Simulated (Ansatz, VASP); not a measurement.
## One calculation of BeC, two programs

```
Be C
1.0
     2.84504    0.00000    0.00000
    -1.42252    2.46387    0.00000
     0.00000    0.00000    9.37490
Be C
4 4
Direct
  0.66667 0.33333 0.75000
  0.00000 0.00000 0.00000
  0.33333 0.66667 0.25000
  0.00000 0.00000 0.50000
  0.33333 0.66667 0.87500
  0.66667 0.33333 0.12500
  0.66667 0.33333 0.37500
  0.33333 0.66667 0.62500
```

Alike in both runs: task single point; functional PBE; k mesh 6 × 6 × 2; occupations gaussian, width 0.1 eV; collinear spin.

|  | VASP | Ansatz |
| --- | --- | --- |
| version | VASP 6.6.1 | Ansatz 0.2.0 |
| potentials or method | VASP PAW PBE potentials, release 64 (Be, C) | scalar-relativistic, plane waves, PAW |
| plane-wave cutoff (eV) | 520 | 420 |
| valence electrons in the cell | 24 | 24 |

```tsv
	VASP	Ansatz	Ansatz less VASP
gap on the k mesh at the Fermi level (eV)	none	none	-
pressure (GPa)	-19.5	-19.7	-0.20
largest component of the traceless stress (GPa)	19.75	19.76	+0.008
rms of the force components (eV/Å)	0.620	0.621	+0.0006
net moment per atom (μB)	0.00	0.00	0.000
```

Atom by atom the forces differ by 0.001 eV/Å (rms over components). A gap of «none» marks a metal or a gap that the smearing closes. Ansatz warned: «seeded_moment_not_kept».

Caveats: the k mesh is coarse (spacing up to 0.43 Å⁻¹), so the values aren't converged; so large a pressure means that the cell lies far from this level's equilibrium, or that cutoff or potentials fall short (VASP); forces of over 1 eV/Å show positions far from the minimum, so gaps and moduli don't describe the material at rest.
